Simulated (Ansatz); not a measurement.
Ionic part of the dielectric constant of AlN at 6 GPa, mode by mode

Computed with DFT PBEsol, scalar-relativistic, plane waves, PAW (Ansatz). Cutoff 420 eV, 10×10×10 k-points (Γ-centred), fixed occupations. No spin polarisation. Phonons by linear response, acoustic sum rule imposed.

It takes space group F-43m (No. 216, cubic). The conventional cell has a = 4.337 Å, b = 4.337 Å, c = 4.337 Å, α = 90.00°, β = 90.00°, γ = 90.00°. Al (site symmetry -43m) has 4 N at 1.88 Å as nearest neighbours. N (site symmetry -43m) has 4 Al at 1.88 Å as nearest neighbours.

Other phases may be more stable at this pressure.

The primitive cell has V = 20.39 Å³ and ε∞,zz = 4.595. Each polar mode adds Δε = (4.92064×10⁷/V)·S/ν² along z, with S its oscillator strength in e²/amu, ν in cm⁻¹ and V in Å³.

Question: From these modes, find each Δε and ε0,zz.
```
ν (cm⁻¹) S_zz (e²/amu)
   675.3         0.7019
```

Answer:
```json
{"ν (cm⁻¹)": "675.3", "Δε": "3.71"}
```

The sum is 3.715, so ε0,zz = 8.31; the run's tensor has 8.31.

Question: Where do the longitudinal modes lie for a wave vector along z?

Answer: At 908 cm⁻¹. The Lyddane–Sachs–Teller product Π(ν_LO/ν_TO)² = 1.81 matches ε0/ε∞ = 1.81.

This zinc-blende form isn't the usual stable structure of the compound at low pressure.

Cost: 1 run of about 0.49 core-minutes, on Intel Xeon Platinum 8259CL (Skylake/Cascade Lake) (shared hosts).